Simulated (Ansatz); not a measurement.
Input for Ansatz (plane-wave DFT, PAW):

```yaml
crystal:
  lattice:
    - [3.2596738808, 0.0, 0.0]
    - [-1.6298369404, 2.8229603888, 0.0]
    - [0.0, 0.0, 5.191296264]
  atoms:
    - { symbol: Ta, position: [0.3333333333, 0.6666666667, 0.25201] }
    - { symbol: Ta, position: [0.6666666667, 0.3333333333, 0.74799] }
    - { symbol: C, position: [0.0, 0.0, 0.0] }
basis:
  ecutwfc: 420
kpoints:
  mp_grid: { grid: [15, 15, 8] }
hamiltonian:
  xc: lda
scf:
  occupations: { method: gaussian, width: 0.1 }
output:
  forces: true
  stress: true
  eigenvalues: true
  populations: true
  write_density: true
  write_potential: true
  elf: true
  volumetric_format: npy
```

Launched with
```bash
ansatz run input.yaml --threads 1 --pin off --max-ram 1331MiB --backend cpu --events-out ev --progress --plain --runs-dir out
```

The calculation used DFT LDA, scalar-relativistic, plane waves, PAW (Ansatz 0.2.0).

Abridged output:

```
Pseudopotentials: kind: paw
Pseudopotential: Ta, paw, valence charge 13, recommended cutoff 420 eV (normal)
Pseudopotential: C, paw, valence charge 4, recommended cutoff 420 eV (normal)
Functional definition: SPW92
Crystal: 3 atoms, lattice volume = 47.770 Å³
Basis set: ecut = 420 eV, 965 PW (Γ)
Bands: 19, of which v1, the nominal top of the filled ones, is band 15 counted from 1 (14 counted from 0)
Symmetry: 12 space group operations
Space group: P-3m1 (ITA 164), of the structure as read, at distance tolerance 3.6e-5 Å
k-points: 192 of 1800
Initial density: superposition of atomic densities (neutral atoms: chi_scale 0, normalization atom), corrected by the library's trained network
Initial wavefunctions: pseudopotential atomic-orbital guess
Functional: x = slater, c = lda
SCF iter   1: F=—  HF=-19609.147303 eV  |F-HF|=—  |Δ(HF+E_count)|=         —  Δρ=5.32e-3  dr2=1.20e-2  ethr=1.77e-3  ⟨swp⟩=5.0  Hψ=16382  notcnv=0
SCF iter   2: F=—  HF=-19609.145801 eV  |F-HF|=—  |Δ(HF+E_count)|=   1.50e-3  Δρ=3.24e-3  dr2=4.40e-3  ethr=4.01e-5  ⟨swp⟩=1.2  Hψ=5232  notcnv=0
SCF iter   3: F=—  HF=-19609.145046 eV  |F-HF|=—  |Δ(HF+E_count)|=   7.54e-4  Δρ=4.62e-4  dr2=1.47e-4  ethr=1.47e-5  ⟨swp⟩=2.1  Hψ=4439  notcnv=0
SCF iter   4: F=—  HF=-19609.145016 eV  |F-HF|=—  |Δ(HF+E_count)|=   3.00e-5  Δρ=1.97e-4  dr2=1.26e-5  ethr=4.90e-7  ⟨swp⟩=2.0  Hψ=4869  notcnv=0
SCF iter   5: F=—  HF=-19609.145014 eV  |F-HF|=—  |Δ(HF+E_count)|=   2.69e-6  Δρ=3.18e-5  dr2=2.68e-7  ethr=4.21e-8  ⟨swp⟩=2.0  Hψ=4841  notcnv=0
SCF iter   6: F=-19609.145014 eV  HF=-19609.145014 eV  |F-HF|=6.14e-9  |Δ(HF+E_count)|=   3.19e-8  Δρ=7.30e-6  dr2=2.19e-8  ethr=3.33e-10  ⟨swp⟩=9.1  Hψ=24454  notcnv=0
SCF 1 converged in 6 iterations: F = -19609.145014 eV  dr2 = 2.19e-8
SCF converged after 6 iterations
Free energy (F): -19609.145014 eV
Harris-Foulkes:  -19609.145014 eV  (|F-HF|=6.14e-9)
Internal energy: -19609.141198 eV  (E = F + TS)
E sigma→0 (E₀):  -19609.143106 eV
Entropy (-TS):   -0.003815 eV (-1.272 meV/atom)
Fermi energy:    15.379146 eV
--- Per-component energies (eV) ---
  E_band       = -285.210619
  E_kinetic    = 806.797264
  E_local      = -1371.208043  (includes V_loc(G=0)·N_el)
  E_nonlocal   = 64.004046
  E_hartree    = 459.010977
  E_xc         = -477.131214
  E_vxc        = -462.030524  (∫ρ·V_xc dr)
  E_paw        = -16386.998828  (= ΣΔE_a)
  E_vpaw       = -240.795383  (= ΣTr[D̂ρ^β])
  E_aug_tail   = 0.000298  (compensation charges beyond the density's cutoff)
  E_ewald      = -2704.196337
  E_core_change = 0.580638  (= ΣΔE_core)
  E_smearing   = -0.003815  (= −TS)
--- Forces (eV/Å), atoms counted from 1 ---
  atom   1  Ta     0.00000000     0.00000000    -1.10933384
  atom   2  Ta     0.00000000     0.00000000     1.10933384
  atom   3  C      0.00000000     0.00000000     0.00000000
--- Stress (GPa, compression-positive) ---
      -36.010348       0.000000       0.000000
        0.000000     -36.010348       0.000000
        0.000000       0.000000     -37.758822
  P = ⅓ Tr σ = -36.5932 GPa (-365.932 kbar)
--- Band table (eV; the first three rows and the last of 192) ---
  k-point 0: bands = ["-52.8823", "-52.8490", "-19.5581", "-19.1862", "-19.1862", "-19.1171", "-19.1171", "-19.0431", "3.2174", "9.2898", "12.2628", "12.2628", "12.2702", "15.3765", "15.7823", "15.7823", "16.2939", "16.2939", "17.3285"]
  k-point 1: bands = ["-52.8811", "-52.8503", "-19.5394", "-19.1836", "-19.1836", "-19.1197", "-19.1197", "-19.0634", "3.2634", "9.1507", "12.2306", "12.2306", "12.4236", "15.2284", "15.6639", "15.6639", "16.4224", "16.4224", "17.5183"]
  k-point 2: bands = ["-52.8775", "-52.8539", "-19.4858", "-19.1762", "-19.1762", "-19.1271", "-19.1271", "-19.1210", "3.3797", "8.8364", "12.1580", "12.1580", "12.8128", "14.8718", "15.4183", "15.4183", "16.8284", "16.8284", "17.8801"]
  k-point 191: bands = ["-52.8457", "-52.8457", "-19.4750", "-19.4750", "-19.4081", "-19.3894", "-19.1465", "-19.1465", "4.9751", "10.2571", "10.2571", "11.6463", "14.1564", "14.3044", "14.3044", "16.4384", "17.3601", "17.3601", "19.5230"]
--- Löwdin populations: 3 sites ---
  site symbol q [e]
     0     Ta     12.4976
     1     Ta     12.4976
     2      C      4.7921
  spilling = 0.007089 (of n_electrons = 30.000000)
```

The run converged.

Spin–orbit coupling is left out, which can shift energies with elements as heavy as these.